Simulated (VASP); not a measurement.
Here is a VASP 6.6.1 calculation.

The input INCAR:

```
SYSTEM = Os
ALGO = Normal
EDIFF = 1E-7
EDIFFG = -0.01
ENCUT = 600
IBRION = 2
ISIF = 4
ISMEAR = 1
LASPH = .TRUE.
LCHARG = .FALSE.
LREAL = .FALSE.
LWAVE = .FALSE.
NELM = 80
NSW = 40
PREC = Accurate
SIGMA = 0.1
```

The input KPOINTS:

```
k-points
0
G
  15 15 9
  0 0 0
```

POSCAR

```
Os                                      
1.0
    2.6619075837      0.0000000000      0.0000000000
   -1.3309537919      2.3052795900     -0.0000000000
    0.0000000000     -0.0000000000      4.2071835994
  Os            
     2
Direct
     0.3333333332999970    0.6666666667000030    0.2500000000000000
     0.6666666667000030    0.3333333332999970    0.7500000000000000
```

Potentials or basis: VASP PAW LDA potentials, release 64 (Os).

The run is started by

```sh
$ cat potpaw_LDA.64/Os/POTCAR > POTCAR
$ mpirun -np 1 vasp_std > vasp.out
```

(1) What does it give for the band gap on the k mesh?

(2) Predict the energy gained by relaxing.

Answers

(1) none (metal or under the smearing width).

(2) 0.1 meV/atom.
